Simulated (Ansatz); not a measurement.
# AlP: the cost of one run

Method: DFT LDA, scalar-relativistic, plane waves, PAW, in Ansatz 0.2.0.

The COD entry's cell or inner coordinates are ideal or old and differ from later refinements, so a difference from it is no clean test against experiment.

3 further runs of the same task are left out: 3 set aside as unsound or not needed.

## (1) Starting point

The structure is cubic, space group F-43m (No. 216). The conventional cell has a = 5.434 Å, b = 5.434 Å, c = 5.434 Å, α = 90.00°, β = 90.00°, γ = 90.00°. Al (site symmetry -43m) is surrounded by 4 P at 2.35 Å. P (site symmetry -43m) has 4 Al at 2.35 Å as nearest neighbours.

As a file:

```
Al P
1.0
     0.00000    2.71698    2.71698
     2.71698    0.00000    2.71698
     2.71698    2.71698    0.00000
Al P
1 1
Direct
  0.00000 0.00000 0.00000
  0.75000 0.75000 0.75000
```

It is the result of an earlier relaxation at this level (volume 20.06 Å³/atom; gap on the mesh: 1.42 eV).

## (2) The cell under 30 GPa

At a set pressure the run lowers the enthalpy E + PV, so the energy alone may rise along the way.

File input.yaml:

```yaml
crystal:
  lattice:
    - [0.0, 2.716978067, 2.716978067]
    - [2.716978067, 0.0, 2.716978067]
    - [2.716978067, 2.716978067, 0.0]
  atoms:
    - { symbol: Al, position: [0.0, 0.0, 0.0] }
    - { symbol: P, position: [0.75, 0.75, 0.75] }
basis:
  ecutwfc: 420
kpoints:
  mp_grid: { grid: [8, 8, 8] }
hamiltonian:
  xc: lda
scf:
  occupations: { method: fixed }
output:
  forces: true
  stress: true
  eigenvalues: true
relax:
  adjacent_minimum: "off"
  f_tol: 0.001
  max_steps: 60
  cell: { stress_tol: 0.02, p_target: 30.0 }
```

Command:

```bash
$ ansatz run input.yaml --threads 1 --pin off --max-ram 3072MiB --backend cpu --events-out ev --progress --plain --runs-dir out
```

Q: Estimate wall time and peak memory on 1 thread of Intel Xeon at 2.50GHz (Skylake/Cascade Lake), shared host.

About 22 s, with a peak of 0.31 GiB.
